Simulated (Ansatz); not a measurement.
**BeSe: how the settings move a single-point run**

Question: which choices in the input matter for BeSe?

Computed with Ansatz 0.2.0 (reference: DFT, HSE06, plane waves, PAW, unless a step's input says otherwise).

3 further runs of the same task are left out: 3 that didn't finish.

## 1. The starting structure

It takes space group F-43m (No. 216, cubic). The conventional cell has a = 5.162 Å, b = 5.162 Å, c = 5.162 Å, α = 90.00°, β = 90.00°, γ = 90.00°. Around Be (site symmetry -43m) lie 4 Se at 2.24 Å. Se (site symmetry -43m) has 4 Be at 2.24 Å as nearest neighbours.

Coordinates:

```
Be Se
1.0
     0.00000    2.58104    2.58104
     2.58104    0.00000    2.58104
     2.58104    2.58104    0.00000
Be Se
1 1
Direct
  0.00000 0.00000 0.00000
  0.25000 0.25000 0.25000
```

## 2. Reference

Contents of input.yaml:

```yaml
crystal:
  lattice:
    - [0.0, 2.5810355899, 2.5810355899]
    - [2.5810355899, 0.0, 2.5810355899]
    - [2.5810355899, 2.5810355899, 0.0]
  atoms:
    - { symbol: Be, position: [0.0, 0.0, 0.0] }
    - { symbol: Se, position: [0.25, 0.25, 0.25] }
kpoints:
  mp_grid: { grid: [4, 4, 4] }
hamiltonian:
  xc: hse06
scf:
  occupations: { method: fixed }
  n_extra_bands: 4
output:
  forces: true
  stress: true
  eigenvalues: true
```

The run is started by

```
> ansatz run input.yaml --threads 4 --pin off --max-ram 3686MiB --backend cpu --events-out ev --progress --plain --runs-dir out
```

## 3. Changed: mp_grid.grid [6, 6, 6], xc pbesol

Edit input.yaml of step 2 so:

```diff
@@ -9,5 +9,5 @@
 kpoints:
-  mp_grid: { grid: [4, 4, 4] }
+  mp_grid: { grid: [6, 6, 6] }
 hamiltonian:
-  xc: hse06
+  xc: pbesol
 scf:
```

## 4. Changing settings: exchange pbe, correlation pbe, coeff 0.5, omega 0.2078

Edit input.yaml of step 2 so:

```diff
@@ -11,3 +11,6 @@
 hamiltonian:
-  xc: hse06
+  xc:
+    exchange: pbe
+    correlation: pbe
+    exx: { coeff: 0.5, omega: 0.2078 }
 scf:
```

## 5. Changed: exchange pbe, correlation pbe, coeff 0.5, omega 0.1

Edit input.yaml of step 2 so:

```diff
@@ -11,3 +11,3 @@
 hamiltonian:
-  xc: hse06
+  xc: { exchange: pbe, correlation: pbe, exx: { coeff: 0.5, omega: 0.1 } }
 scf:
```

## 6. Changed: occupations.method methfessel_paxton, occupations.width 0.5

Edit input.yaml of step 2 so:

```diff
@@ -13,3 +13,3 @@
 scf:
-  occupations: { method: fixed }
+  occupations: { method: methfessel_paxton, width: 0.5 }
   n_extra_bands: 4
```

## 7. Changing settings: eigensolver.kind dense

Edit input.yaml of step 2 so:

```diff
@@ -15,2 +15,3 @@
   n_extra_bands: 4
+  eigensolver: { kind: dense }
 output:
```

**Question.** What will these runs give? Wanted: for each run, ending; energy change; pressure; gap; force.

As calculated:

| run | ending | energy change | pressure (GPa) | gap (eV) | force (eV/Å) | cycles | time |
| --- | --- | --- | --- | --- | --- | --- | --- |
| reference | converged | 0 | -0.2 | 3.50 | 0.00 | 11 | 6.2 s |
| 1: mp_grid.grid [6, 6, 6], xc pbesol | converged | not comparable | -1.4 | 2.51 | 0.00 | 6 | 0.78 s |
| 2: exchange pbe, correlation pbe, coeff 0.5, omega 0.2078 | converged | not comparable | -1.5 | 4.39 | 0.00 | 15 | 7.1 s |
| 3: exchange pbe, correlation pbe, coeff 0.5, omega 0.1 | converged | not comparable | -1.7 | 5.04 | 0.00 | 16 | 7 s |
| 4: occupations.method methfessel_paxton, occupations.width 0.5 | converged | 0.0 meV/atom (σ→0) | -0.2 | 3.50 | 0.00 | 11 | 5.9 s |
| 5: eigensolver.kind dense | converged | 0.0 meV/atom | -0.2 | 3.50 | 0.00 | 11 | 18 s |

Residual by cycle in the longest SCF loop of each run; runs are numbered as in the table. The quantity is the density residual dr2, in eV.

| cycle | reference | run 1 | run 2 | run 3 | run 4 | run 5 |
| --- | --- | --- | --- | --- | --- | --- |
| 1 | 0.00454 | 0.00164 | 0.014 | 0.0133 | 0.0044 | 0.00459 |
| 2 | 9.8e-4 | 2.4e-4 | 0.00283 | 0.00275 | 9.3e-4 | 9.8e-4 |
| 3 | 2.2e-4 | 2.2e-5 | 0.00192 | 0.00261 | 2.1e-4 | 2.2e-4 |
| 4 | 2.2e-5 | 1.7e-6 | 2.0e-4 | 2.6e-4 | 2.1e-5 | 2.1e-5 |
| 5 | 9.9e-7 | 9.9e-8 | 6.4e-5 | 1.0e-4 | 9.1e-7 | 1.0e-6 |
| 6 | - | 5.0e-10 | 6.3e-6 | 1.0e-5 | - | - |

**Reading.** Of the converged runs whose energies compare with the reference's, none moves it noticeably. Of the variants the dearest is «eigensolver.kind dense» (18 s), the cheapest «mp_grid.grid [6, 6, 6], xc pbesol» (0.78 s), on a shared host.
